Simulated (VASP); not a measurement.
# TiC (Fm-3m) in VASP: density of states with PBE

Aim: the density of states of TiC with PBE.

Program: VASP 6.6.1. These are calculated values, not measurements. Logs are shortened: lines on timing, memory, paths and dates and some standing lists are left out, and cuts for length are marked.

### 1 The structure

It takes space group Fm-3m (No. 225, cubic). The conventional cell has a = 4.335 Å, b = 4.335 Å, c = 4.335 Å, α = 90.00°, β = 90.00°, γ = 90.00°. Around Ti (site symmetry m-3m) lie 6 C at 2.17 Å. C (site symmetry m-3m) has 6 Ti at 2.17 Å as nearest neighbours.

### 2 Density of states, PBE

Input file POSCAR:

```
TiC                                     
1.0
    0.0000000000      2.1672888670      2.1672888670
    2.1672888670      0.0000000000      2.1672888670
    2.1672888670      2.1672888670      0.0000000000
  Ti              C             
     1     1
Direct
     0.0000000000000000    0.0000000000000000    0.0000000000000000
     0.5000000000000000    0.5000000000000000    0.5000000000000000
```

Input file INCAR.step1:

```
ALGO = Normal
EDIFF = 1E-7
ENCUT = 520
GGA = PE
ISIF = 2
ISMEAR = 0
LASPH = True
LCHARG = True
LMAXMIX = 4
LREAL = False
LWAVE = False
NBANDS = 15
NELM = 60
PREC = Accurate
SIGMA = 0.1
```

Input file KPOINTS.step1:

```
k-points
0
Gamma
  6 6 6
```

Input file INCAR.step2:

```
ALGO = Normal
EDIFF = 1E-7
ENCUT = 520
GGA = PE
ICHARG = 11
ISIF = 2
ISMEAR = -5
LASPH = True
LCHARG = False
LMAXMIX = 4
LORBIT = 11
LREAL = False
LWAVE = False
NBANDS = 15
NEDOS = 2001
NELM = 60
PREC = Accurate
SIGMA = 0.1
```

Input file KPOINTS.step2:

```
k-points
0
Gamma
  9 9 9
```

Potentials or basis: VASP PAW PBE potentials, release 64 (Ti_sv, C).

The run is started by

```bash
$ cat potpaw_PBE.64/Ti_sv/POTCAR potpaw_PBE.64/C/POTCAR > POTCAR
$ cp INCAR.step1 INCAR
$ cp KPOINTS.step1 KPOINTS
$ mpirun -np 1 vasp_std > vasp.out
$ cp INCAR.step2 INCAR
$ cp KPOINTS.step2 KPOINTS
$ mpirun -np 1 vasp_std > vasp.out
```

OUTCAR:

```text
EDIFF = 1E-7
   ENCUT = 520
   GGA = PE
   ICHARG = 11
   ISIF = 2
   ISMEAR = -5
   LASPH = True
   LORBIT = 11
   LREAL = False
   NELM = 60
   PREC = Accurate

 ion  position               nearest neighbor table
   1  0.000  0.000  0.000-   2 2.17   2 2.17   2 2.17   2 2.17   2 2.17   2 2.17
   2  0.500  0.500  0.500-   1 2.17   1 2.17   1 2.17   1 2.17   1 2.17   1 2.17

  LATTYP: Found a face centered cubic cell.
 ALAT       =     4.3345777340

  Lattice vectors:

 A1 = (   0.0000000000,   2.1672888670,   2.1672888670)
 A2 = (   2.1672888670,   0.0000000000,   2.1672888670)
 A3 = (   2.1672888670,   2.1672888670,   0.0000000000)

Analysis of symmetry for initial positions (statically):
=====================================================================
 Subroutine PRICEL returns:
 Original cell was already a primitive cell.

 Routine SETGRP: Setting up the symmetry group for a
 face centered cubic supercell.

 Subroutine GETGRP returns: Found 48 space group operations
 (whereof 48 operations were pure point group operations)
 out of a pool of 48 trial point group operations.

The static configuration has the point symmetry O_h .

Analysis of symmetry for dynamics (positions and initial velocities):
=====================================================================
 Subroutine PRICEL returns:
 Original cell was already a primitive cell.

 Routine SETGRP: Setting up the symmetry group for a
 face centered cubic supercell.

 Subroutine GETGRP returns: Found 48 space group operations
 (whereof 48 operations were pure point group operations)
 out of a pool of 48 trial point group operations.

The dynamic configuration has the point symmetry O_h .

 Subroutine INISYM returns: Found 48 space group operations
 (whereof 48 operations are pure point group operations),
 and found     1 'primitive' translations

----------------------------------------------------------------------------------------

                                     Primitive cell

  volume of cell :      20.3601

  direct lattice vectors                    reciprocal lattice vectors
     0.000000000  2.167288867  2.167288867    -0.230702980  0.230702980  0.230702980
     2.167288867  0.000000000  2.167288867     0.230702980 -0.230702980  0.230702980
     2.167288867  2.167288867  0.000000000     0.230702980  0.230702980 -0.230702980

  length of vectors
     3.065009309  3.065009309  3.065009309     0.399589283  0.399589283  0.399589283

  position of ions in fractional coordinates (direct lattice)
     0.000000000  0.000000000  0.000000000
     0.500000000  0.500000000  0.500000000

  ion indices of the primitive-cell ions
   primitive index   ion index
                 1           1
                 2           2

----------------------------------------------------------------------------------------

 KPOINTS: k-points

Automatic generation of k-mesh.
 Grid dimensions read from file:
 generate k-points for:    9    9    9

 Generating k-lattice:

  Cartesian coordinates                     Fractional coordinates (reciprocal lattice)
    -0.025633664  0.025633664  0.025633664     0.111111111  0.000000000  0.000000000
     0.025633664 -0.025633664  0.025633664     0.000000000  0.111111111  0.000000000
     0.025633664  0.025633664 -0.025633664     0.000000000  0.000000000  0.111111111

  Length of vectors
     0.044398809  0.044398809  0.044398809

  Shift w.r.t. Gamma in fractional coordinates (k-lattice)
     0.000000000  0.000000000  0.000000000

 TETIRR: Found    115 inequivalent tetrahedra from     4374

 Subroutine IBZKPT returns following result:
 ===========================================

 Found     35 irreducible k-points:

 Following reciprocal coordinates:
            Coordinates               Weight
  0.000000  0.000000  0.000000      1.000000
  0.111111  0.000000  0.000000      8.000000
  0.222222  0.000000  0.000000      8.000000
  0.333333  0.000000  0.000000      8.000000
  0.444444  0.000000  0.000000      8.000000
  0.111111  0.111111  0.000000      6.000000
[... 16 lines left out ...]
 -0.333333  0.333333  0.000000     12.000000
  0.444444  0.444444  0.000000      6.000000
 [... further k-points ...]
   k-points           NKPTS =     35   k-points in BZ     NKDIM =     35   number of bands    NBANDS=     15
   number of dos      NEDOS =   2001   number of ions     NIONS =      2
   total plane-waves  NPLWV =  13824
   dimension x,y,z NGX =    24 NGY =   24 NGZ =   24
   dimension x,y,z NGXF=    48 NGYF=   48 NGZF=   48
   ions per type =               1   1
   NGX,Y,Z   is equivalent  to a cutoff of  13.02, 13.02, 13.02 a.u.
   NGXF,Y,Z  is equivalent  to a cutoff of  26.04, 26.04, 26.04 a.u.
 SYSTEM =  unknown system
   PREC   = accura    normal or accurate (medium, high low for compatibility)
   ISTART =      0    job   : 0-new  1-cont  2-samecut
   ICHARG =     11    charge: 1-file 2-atom 10-const
   ISPIN  =      1    spin polarized calculation?
   LNONCOLLINEAR =      F non collinear calculations
   LSORBIT =      F    spin-orbit coupling
   LASPH  =      T    aspherical Exc in radial PAW
   ENCUT  =  520.0 eV  38.22 Ry    6.18 a.u.   5.70  5.70  5.70*2*pi/ulx,y,z
   NELM   =     60;   NELMIN=  2; NELMDL=  0     # of ELM steps
   EDIFF  = 0.1E-06   stopping-criterion for ELM
   LREAL  =      F    real-space projection
   EDIFFG = 0.1E-05   stopping-criterion for IOM
   NSW    =      0    number of steps for IOM
   IBRION =     -1    ionic relax: 0-MD 1-quasi-New 2-CG
   NFREE  =      0    steps in history (QN), initial steepest desc. (CG)
   ISIF   =      2    stress and relaxation
   ISYM   =      2    0-nonsym 1-usesym 2-fastsym
   POTIM  = 0.5000    time-step for ionic-motion
   TEBEG  =    0.0;   TEEND  =   0.0 temperature during run
   PSTRESS=    0.0 pullay stress
   NELECT =      16.0000    total number of electrons
   NUPDOWN=      -1.0000    fix difference up-down
   EMIN   =  10.00;   EMAX   =-10.00  energy-range for DOS
   EFERMI =   0.00;   METHOD = LEGACY
   ISMEAR =    -5;   SIGMA  =   0.10  broadening in eV -4-tet -1-fermi 0-gaus
   EFERMI_NEDOS =   21; number of points for ismear=-14 and -15
   IALGO  =     38    algorithm
   IMIX   =      4    mixing-type and parameters
     AMIX     =   0.40;   BMIX     =  1.00
     AMIX_MAG =   1.60;   BMIX_MAG =  1.00
  volume/ion in A,a.u.               =      10.18        68.70
  Fermi-wavevector in a.u.,A,eV,Ry     =   1.510734  2.854873 31.052814  2.282317
  Thomas-Fermi vector in A             =   2.620885
   LORBIT       =     11    0 simple, 1 ext, 2 COOP (PROOUT), +10 PAW based schemes
   GGA     = PE    functional components
   LHFCALC =     F    Hartree Fock is set to
   AEXX    =    0.0000 exact exchange contribution
   IVDW    =     0    specifies the selected vdW correction
   LEPSILON=     F    determine dielectric tensor
   LRPA    =     F    only Hartree local field effects (RPA)
 non-spin polarized calculation
 Fermi weights with tetrahedron method with Bloechl corrections
  energy-cutoff  :      520.00
  volume of cell :       20.36
 maximum number of plane-waves:       556

 number of electron      16.0000000 magnetization

 Free energy of the ion-electron system (eV)
  ---------------------------------------------------
  ext. energy  EPLUGINS =         0.00000000
  ---------------------------------------------------
  free energy    TOTEN  =       -18.70395363 eV

  energy without entropy =      -18.70395363  energy(sigma->0) =      -18.70395363

 E-fermi :   9.4135     XC(G=0): -12.6856

 val. band max:        9.4679850314   @ k =   0.1111   0.1111   0.0000
 cond. band min:       9.0216640177   @ k =   0.2222   0.2222   0.0000
 fundamental gap:     -0.4463210137
 Fermi energy:         9.4135381345

 k-point     1 :       0.0000    0.0000    0.0000
  band No.  band energies     occupation
      1     -47.2086      2.00000
      2     -23.2340      2.00000
      3     -23.2340      2.00000
      4     -23.2340      2.00000
      5      -2.9955      2.00000
      6      10.0793      0.80431
      7      10.0793     -1.21762
      8      10.0793     -1.21762
      9      11.0681      0.00000
     10      11.0681      0.00000
     11      11.0681      0.00000
     12      11.0951      0.00000
     13      11.0951      0.00000
     14      19.8421      0.00000
     15      23.4110      0.00000

 k-point     2 :       0.1111    0.0000    0.0000
  band No.  band energies     occupation
      1     -47.2002      2.00000
      2     -23.2935      2.00000
      3     -23.2396      2.00000
      4     -23.2396      2.00000
      5      -2.7198      2.00000
      6       8.9754      1.97365
      7       9.2856      1.81382
      8       9.2856      1.81402
      9      10.4492      0.00000
     10      10.4492      0.00000
     11      11.5624      0.00000
     12      12.9069      0.00000
     13      12.9069      0.00000
     14      20.2986      0.00000
     15      23.4676      0.00000
[... 365 lines left out ...]
      3     -23.5396      2.00000
      4     -23.3329      2.00000
      5       0.0216      2.00000
      6       5.2186      2.00000
      7       6.1664      2.00000
      8       7.1858      2.00000
      9      11.6200      0.00000
     10      12.2339      0.00000
     11      13.3346      0.00000
     12      14.6493      0.00000
     13      15.9498      0.00000
     14      21.5177      0.00000
     15      22.9924      0.00000

 k-point    24 :       0.4444    0.4444    0.0000
  band No.  band energies     occupation
      1     -47.1156      2.00000
      2     -23.6531      2.00000
      3     -23.3955      2.00000
      4     -23.3955      2.00000
      5      -0.7243      2.00000
      6       5.8448      2.00000
      7       7.8343      2.00000
      8       9.3012      2.00000
      9       9.3013      0.46792
     10      12.0526      0.00000
     11      12.9623      0.00000
     12      12.9623      0.00000
     13      15.3148      0.00000
     14      21.1988      0.00000
     15      24.1952      0.00000

 [... further k-points ...]

------------------------ aborting loop because EDIFF is reached ----------------------------------------

  FORCE on cell =-STRESS in cart. coord.  units (eV):
  Direction    XX          YY          ZZ          XY          YZ          ZX
  --------------------------------------------------------------------------------------
  -------------------------------------------------------------------------------------
  Total        0.0207826      0.0207826      0.0207826      0.0000000      0.0000000     -0.0000000
  in kB        1.6354256      1.6354256      1.6354256      0.0000000      0.0000000     -0.0000000
  external PRESSURE =       1.6354256 kB  Pullay stress =       0.0000000 kB

 VOLUME and BASIS-vectors are now :
 -----------------------------------------------------------------------------
  energy-cutoff  :      520.00
  volume of cell :       20.36
      direct lattice vectors                 reciprocal lattice vectors
     0.000000000  2.167288867  2.167288867    -0.230702980  0.230702980  0.230702980
     2.167288867  0.000000000  2.167288867     0.230702980 -0.230702980  0.230702980
     2.167288867  2.167288867  0.000000000     0.230702980  0.230702980 -0.230702980

 POSITION                                       TOTAL-FORCE (eV/Angst)
 -----------------------------------------------------------------------------------
      0.00000      0.00000      0.00000         0.000000      0.000000      0.000000
      2.16729      2.16729      2.16729        -0.000000     -0.000000     -0.000000
 -----------------------------------------------------------------------------------
    total drift:                                0.000000     -0.000000     -0.000000

  FREE ENERGIE OF THE ION-ELECTRON SYSTEM (eV)
  ---------------------------------------------------
  free  energy   TOTEN  =       -18.7039536256 eV

  energy  without entropy=      -18.7039536256  energy(sigma->0) =      -18.70395363

 total charge

# of ion       s       p       d       tot
------------------------------------------
    1        2.198   6.245   1.954  10.397
    2        0.896   1.500   0.000   2.396
--------------------------------------------------
tot          3.094   7.745   1.954  12.793
```

Wall time 6.3 s (1 thread of Intel Xeon 6975P-C (Granite Rapids), shared host); peak memory 0.13 GiB.

Results:

| Property | Result |
| --- | --- |
| Valence electrons inside the program's atomic spheres | Ti 10.40; C 2.40 |

States per cell in windows of 0.5 eV (zero at the Fermi level; states under -8 eV left out):
```
from (eV)  total  Ti1_d  C2_p  Ti1_p  Ti1_s  C2_s  C2_d
     -8.0   0.00   0.00  0.00   0.00   0.00  0.00  0.00
     -7.5   0.00   0.00  0.00   0.00   0.00  0.00  0.00
     -7.0   0.00   0.00  0.00   0.00   0.00  0.00  0.00
     -6.5   0.00   0.00  0.00   0.00   0.00  0.00  0.00
     -6.0   0.02   0.00  0.00   0.00   0.00  0.00  0.00
     -5.5   0.13   0.02  0.03   0.00   0.01  0.00  0.00
     -5.0   0.30   0.06  0.07   0.01   0.03  0.00  0.00
     -4.5   0.58   0.12  0.14   0.02   0.04  0.01  0.00
     -4.0   0.63   0.11  0.16   0.05   0.02  0.01  0.00
     -3.5   0.44   0.10  0.10   0.04   0.01  0.00  0.00
     -3.0   1.24   0.43  0.30   0.06   0.00  0.00  0.00
     -2.5   1.21   0.45  0.31   0.04   0.01  0.00  0.00
     -2.0   0.69   0.26  0.17   0.02   0.00  0.00  0.00
     -1.5   0.41   0.15  0.11   0.01   0.00  0.00  0.00
     -1.0   0.24   0.08  0.07   0.01   0.00  0.00  0.00
     -0.5   0.11   0.04  0.03   0.00   0.00  0.00  0.00
      0.0   0.16   0.07  0.04   0.01   0.00  0.00  0.00
      0.5   0.27   0.16  0.04   0.01   0.00  0.00  0.00
      1.0   0.43   0.28  0.04   0.01   0.00  0.00  0.00
      1.5   0.57   0.42  0.04   0.00   0.00  0.00  0.00
      2.0   0.85   0.66  0.05   0.01   0.00  0.00  0.00
      2.5   1.32   1.12  0.05   0.00   0.00  0.01  0.00
      3.0   0.77   0.61  0.06   0.00   0.00  0.00  0.00
      3.5   1.92   1.42  0.22   0.02   0.04  0.01  0.00
      4.0   0.31   0.20  0.05   0.01   0.00  0.00  0.00
      4.5   0.44   0.28  0.07   0.01   0.01  0.01  0.00
      5.0   0.51   0.32  0.07   0.01   0.01  0.02  0.00
      5.5   0.61   0.41  0.07   0.01   0.01  0.03  0.00
      6.0   0.57   0.37  0.08   0.01   0.01  0.03  0.00
      6.5   0.59   0.35  0.11   0.01   0.00  0.03  0.00
      7.0   0.45   0.26  0.10   0.01   0.00  0.01  0.00
      7.5   0.27   0.16  0.07   0.00   0.00  0.00  0.00
```

Caveat: the k mesh is coarse (spacing up to 0.42 Å⁻¹), so the values aren't converged; tetrahedron occupations give inexact forces and stress in metals.
